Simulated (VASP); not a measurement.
# WC (Fm-3m) in VASP: single point with LDA

Aim: the single point of WC with LDA.

Everything below comes from runs of VASP 6.6.1. Logs are shortened: lines on timing, memory, paths and dates and some standing lists are left out, and cuts for length are marked.

## (1) Starting point

Symmetry: Fm-3m, No. 225, cubic system. The conventional cell has a = 4.385 Å, b = 4.385 Å, c = 4.385 Å, α = 90.00°, β = 90.00°, γ = 90.00°. W (site symmetry m-3m) has 6 C at 2.19 Å as nearest neighbours. Around C (site symmetry m-3m) lie 6 W at 2.19 Å.

Measurements of this composition are mostly on another form, of space group No. 187.

## (2) Single point, LDA

INCAR

```
ALGO = Fast ; EDIFF = 1E-6
ENCUT = 520 ; ISIF = 2
ISMEAR = 0 ; LASPH = T
LCHARG = T ; LELF = T
LREAL = F ; LVHAR = T
LWAVE = F ; NBANDS = 16
NELM = 60 ; PREC = Accurate
SIGMA = 0.1
```

KPOINTS

```
k-points
0
Gamma
  8 8 8
```

POSCAR

```
WC
1.0
    0.0000000000      2.1926840000      2.1926840000
    2.1926840000      0.0000000000      2.1926840000
    2.1926840000      2.1926840000      0.0000000000
W C
1 1
Direct
    0.0000000000      0.0000000000      0.0000000000
    0.5000000000      0.5000000000      0.5000000000
```

Potentials or basis: VASP PAW LDA potentials, release 64 (W_sv, C).

Run with:

```console
cat potpaw_LDA.64/W_sv/POTCAR potpaw_LDA.64/C/POTCAR > POTCAR
mpirun -np 1 vasp_std > vasp.out
```

OUTCAR:

```text
EDIFF = 1E-6
   ENCUT = 520
   ISIF = 2
   ISMEAR = 0
   LASPH = T
   LREAL = F
   NELM = 60
   PREC = Accurate

 ion  position               nearest neighbor table
   1  0.000  0.000  0.000-   2 2.19   2 2.19   2 2.19   2 2.19   2 2.19   2 2.19
   2  0.500  0.500  0.500-   1 2.19   1 2.19   1 2.19   1 2.19   1 2.19   1 2.19

  LATTYP: Found a face centered cubic cell.
 ALAT       =     4.3853680000

  Lattice vectors:

 A1 = (   0.0000000000,   2.1926840000,   2.1926840000)
 A2 = (   2.1926840000,   0.0000000000,   2.1926840000)
 A3 = (   2.1926840000,   2.1926840000,   0.0000000000)

Analysis of symmetry for initial positions (statically):
=====================================================================
 Subroutine PRICEL returns:
 Original cell was already a primitive cell.

 Routine SETGRP: Setting up the symmetry group for a
 face centered cubic supercell.

 Subroutine GETGRP returns: Found 48 space group operations
 (whereof 48 operations were pure point group operations)
 out of a pool of 48 trial point group operations.

The static configuration has the point symmetry O_h .

Analysis of symmetry for dynamics (positions and initial velocities):
=====================================================================
 Subroutine PRICEL returns:
 Original cell was already a primitive cell.

 Routine SETGRP: Setting up the symmetry group for a
 face centered cubic supercell.

 Subroutine GETGRP returns: Found 48 space group operations
 (whereof 48 operations were pure point group operations)
 out of a pool of 48 trial point group operations.

The dynamic configuration has the point symmetry O_h .

 Subroutine INISYM returns: Found 48 space group operations
 (whereof 48 operations are pure point group operations),
 and found     1 'primitive' translations

----------------------------------------------------------------------------------------

                                     Primitive cell

  volume of cell :      21.0842

  direct lattice vectors                    reciprocal lattice vectors
     0.000000000  2.192684000  2.192684000    -0.228031034  0.228031034  0.228031034
     2.192684000  0.000000000  2.192684000     0.228031034 -0.228031034  0.228031034
     2.192684000  2.192684000  0.000000000     0.228031034  0.228031034 -0.228031034

  length of vectors
     3.100923451  3.100923451  3.100923451     0.394961337  0.394961337  0.394961337

  position of ions in fractional coordinates (direct lattice)
     0.000000000  0.000000000  0.000000000
     0.500000000  0.500000000  0.500000000

  ion indices of the primitive-cell ions
   primitive index   ion index
                 1           1
                 2           2

----------------------------------------------------------------------------------------

 KPOINTS: k-points

Automatic generation of k-mesh.
 Grid dimensions read from file:
 generate k-points for:    8    8    8

 Generating k-lattice:

  Cartesian coordinates                     Fractional coordinates (reciprocal lattice)
    -0.028503879  0.028503879  0.028503879     0.125000000  0.000000000  0.000000000
     0.028503879 -0.028503879  0.028503879     0.000000000  0.125000000  0.000000000
     0.028503879  0.028503879 -0.028503879     0.000000000  0.000000000  0.125000000

  Length of vectors
     0.049370167  0.049370167  0.049370167

  Shift w.r.t. Gamma in fractional coordinates (k-lattice)
     0.000000000  0.000000000  0.000000000

 Subroutine IBZKPT returns following result:
 ===========================================

 Found     29 irreducible k-points:

 Following reciprocal coordinates:
            Coordinates               Weight
  0.000000  0.000000  0.000000      1.000000
  0.125000  0.000000  0.000000      8.000000
  0.250000  0.000000  0.000000      8.000000
  0.375000  0.000000  0.000000      8.000000
  0.500000  0.000000  0.000000      4.000000
  0.125000  0.125000  0.000000      6.000000
[... 16 lines left out ...]
  0.500000  0.250000  0.125000     48.000000
 -0.375000  0.250000  0.125000     24.000000
 [... further k-points ...]
   k-points           NKPTS =     29   k-points in BZ     NKDIM =     29   number of bands    NBANDS=     16
   number of dos      NEDOS =    301   number of ions     NIONS =      2
   total plane-waves  NPLWV =  13824
   dimension x,y,z NGX =    24 NGY =   24 NGZ =   24
   dimension x,y,z NGXF=    48 NGYF=   48 NGZF=   48
   ions per type =               1   1
   NGX,Y,Z   is equivalent  to a cutoff of  12.87, 12.87, 12.87 a.u.
   NGXF,Y,Z  is equivalent  to a cutoff of  25.73, 25.73, 25.73 a.u.
 SYSTEM =  unknown system
   PREC   = accura    normal or accurate (medium, high low for compatibility)
   ISTART =      0    job   : 0-new  1-cont  2-samecut
   ICHARG =      2    charge: 1-file 2-atom 10-const
   ISPIN  =      1    spin polarized calculation?
   LNONCOLLINEAR =      F non collinear calculations
   LSORBIT =      F    spin-orbit coupling
   LASPH  =      T    aspherical Exc in radial PAW
   ENCUT  =  520.0 eV  38.22 Ry    6.18 a.u.   5.77  5.77  5.77*2*pi/ulx,y,z
   NELM   =     60;   NELMIN=  2; NELMDL= -5     # of ELM steps
   EDIFF  = 0.1E-05   stopping-criterion for ELM
   LREAL  =      F    real-space projection
[... 7 lines left out ...]
   TEBEG  =    0.0;   TEEND  =   0.0 temperature during run
   PSTRESS=    0.0 pullay stress
   NELECT =      18.0000    total number of electrons
   NUPDOWN=      -1.0000    fix difference up-down
   EMIN   =  10.00;   EMAX   =-10.00  energy-range for DOS
   EFERMI =   0.00;   METHOD = LEGACY
   ISMEAR =     0;   SIGMA  =   0.10  broadening in eV -4-tet -1-fermi 0-gaus
   EFERMI_NEDOS =   21; number of points for ismear=-14 and -15
   IALGO  =     68    algorithm
   IMIX   =      4    mixing-type and parameters
     AMIX     =   0.40;   BMIX     =  1.00
     AMIX_MAG =   1.60;   BMIX_MAG =  1.00
  volume/ion in A,a.u.               =      10.54        71.14
  Fermi-wavevector in a.u.,A,eV,Ry     =   1.553029  2.934800 32.815887  2.411900
  Thomas-Fermi vector in A             =   2.657319
   LORBIT       =      0    0 simple, 1 ext, 2 COOP (PROOUT), +10 PAW based schemes
   GGA     = CA    functional components
   LHFCALC =     F    Hartree Fock is set to
   AEXX    =    0.0000 exact exchange contribution
   IVDW    =     0    specifies the selected vdW correction
   LEPSILON=     F    determine dielectric tensor
   LRPA    =     F    only Hartree local field effects (RPA)
 non-spin polarized calculation
 RMM-DIIS sequential band-by-band and
 Gauss-broadening in eV      SIGMA  =   0.10
  energy-cutoff  :      520.00
  volume of cell :       21.08
 maximum number of plane-waves:       588
   NGX = 11   NGY = 11   NGZ = 11

 number of electron      18.0000001 magnetization

 Free energy of the ion-electron system (eV)
  ---------------------------------------------------
  ext. energy  EPLUGINS =         0.00000000
  ---------------------------------------------------
  free energy    TOTEN  =       -23.76246786 eV

  energy without entropy =      -23.75366627  energy(sigma->0) =      -23.75806706

 E-fermi :  12.4067     XC(G=0): -13.8950

 val. band max:       12.3489921474   @ k =   0.2500   0.0000   0.0000
 cond. band min:      12.4368340024   @ k =  -0.2500   0.3750   0.1250
 fundamental gap:      0.0878418551
 Fermi energy:        12.4067182510

 k-point     1 :       0.0000    0.0000    0.0000
  band No.  band energies     occupation
      1     -62.6771      2.00000
      2     -26.9287      2.00000
      3     -26.9287      2.00000
      4     -26.9287      2.00000
      5      -3.3308      2.00000
      6       9.5239      2.00000
[... 8 lines left out ...]
     15      22.0165      0.00000
     16      35.6439      0.00000

 k-point     2 :       0.1250    0.0000    0.0000
  band No.  band energies     occupation
      1     -62.6716      2.00000
      2     -27.0197      2.00000
      3     -26.9385      2.00000
      4     -26.9385      2.00000
      5      -2.8957      2.00000
      6       8.2581      2.00000
[... 8 lines left out ...]
     15      22.9888      0.00000
     16      32.1162      0.00000

 k-point     3 :       0.2500    0.0000    0.0000
  band No.  band energies     occupation
      1     -62.6582      2.00000
      2     -27.2339      2.00000
      3     -26.9621      2.00000
      4     -26.9621      2.00000
      5      -1.7061      2.00000
      6       6.1412      2.00000
[... 8 lines left out ...]
     15      24.5524      0.00000
     16      29.5628      0.00000

 k-point     4 :       0.3750    0.0000    0.0000
  band No.  band energies     occupation
      1     -62.6447      2.00000
      2     -27.4409      2.00000
      3     -26.9855      2.00000
      4     -26.9855      2.00000
      5      -0.0574      2.00000
      6       4.0525      2.00000
[... 8 lines left out ...]
     15      25.4485      0.00000
     16      25.8228      0.00000

 k-point     5 :       0.5000    0.0000    0.0000
  band No.  band energies     occupation
      1     -62.6390      2.00000
      2     -27.5247      2.00000
      3     -26.9952      2.00000
      4     -26.9952      2.00000
      5       1.3413      2.00000
      6       2.5478      2.00000
[... 8 lines left out ...]
     15      24.1314      0.00000
     16      24.1314      0.00000

 k-point     6 :       0.1250    0.1250    0.0000
  band No.  band energies     occupation
      1     -62.6698      2.00000
      2     -27.0132      2.00000
      3     -26.9601      2.00000
      4     -26.9601      2.00000
      5      -2.7693      2.00000
      6       7.6202      2.00000
[... 8 lines left out ...]
     15      23.3338      0.00000
     16      32.0511      0.00000
[... 267 lines left out ...]
 k-point    21 :       0.5000    0.5000    0.0000
  band No.  band energies     occupation
      1     -62.6263      2.00000
      2     -27.4655      2.00000
      3     -27.1414      2.00000
      4     -27.1414      2.00000
      5      -1.1128      2.00000
      6       6.5235      2.00000
[... 8 lines left out ...]
     15      24.0730      0.00000
     16      30.1038      0.00000

 k-point    22 :       0.3750    0.2500    0.1250
  band No.  band energies     occupation
      1     -62.6481      2.00000
      2     -27.2784      2.00000
      3     -27.0756      2.00000
      4     -26.9968      2.00000
      5      -1.0341      2.00000
      6       5.0551      2.00000
[... 8 lines left out ...]
     15      25.1899      0.00000
     16      25.6075      0.00000

 k-point    23 :       0.5000    0.2500    0.1250
  band No.  band energies     occupation
      1     -62.6372      2.00000
      2     -27.3904      2.00000
      3     -27.1357      2.00000
      4     -27.0287      2.00000
      5      -0.0240      2.00000
      6       4.2479      2.00000
[... 8 lines left out ...]
     15      24.0353      0.00000
     16      25.3499      0.00000

 k-point    24 :      -0.3750    0.2500    0.1250
  band No.  band energies     occupation
      1     -62.6326      2.00000
      2     -27.4390      2.00000
      3     -27.1522      2.00000
      4     -27.0474      2.00000
      5       0.4792      2.00000
      6       3.8266      2.00000
[... 8 lines left out ...]
     15      24.3504      0.00000
     16      25.6164      0.00000

 [... further k-points ...]
[... 5 lines left out ...]
  --------------------------------------------------------------------------------------
  -------------------------------------------------------------------------------------
  Total       -1.7822530     -1.7822530     -1.7822530     -0.0000000      0.0000000      0.0000000
  in kB     -135.4321607   -135.4321607   -135.4321607     -0.0000000      0.0000000      0.0000000
  external PRESSURE =    -135.4321607 kB  Pullay stress =       0.0000000 kB

 VOLUME and BASIS-vectors are now :
 -----------------------------------------------------------------------------
  energy-cutoff  :      520.00
  volume of cell :       21.08
      direct lattice vectors                 reciprocal lattice vectors
     0.000000000  2.192684000  2.192684000    -0.228031034  0.228031034  0.228031034
     2.192684000  0.000000000  2.192684000     0.228031034 -0.228031034  0.228031034
     2.192684000  2.192684000  0.000000000     0.228031034  0.228031034 -0.228031034

 POSITION                                       TOTAL-FORCE (eV/Angst)
 -----------------------------------------------------------------------------------
      0.00000      0.00000      0.00000         0.000000      0.000000      0.000000
      2.19268      2.19268      2.19268         0.000000      0.000000      0.000000
 -----------------------------------------------------------------------------------
    total drift:                                0.000000     -0.000000     -0.000000

  FREE ENERGIE OF THE ION-ELECTRON SYSTEM (eV)
  ---------------------------------------------------
  free  energy   TOTEN  =       -23.7624678622 eV

  energy  without entropy=      -23.7536662663  energy(sigma->0) =      -23.75806706
```

Wall time 5.4 s (1 thread of Intel Xeon Platinum 8488C (Sapphire Rapids), shared host); peak memory 0.13 GiB.

Results:

```
Free energy            : -23.7625 eV
Pressure               : -13.5 GPa
Band gap on the k mesh : none (metal or under the smearing width)
```

Spin-orbit coupling is left out, which matters for the levels of W.
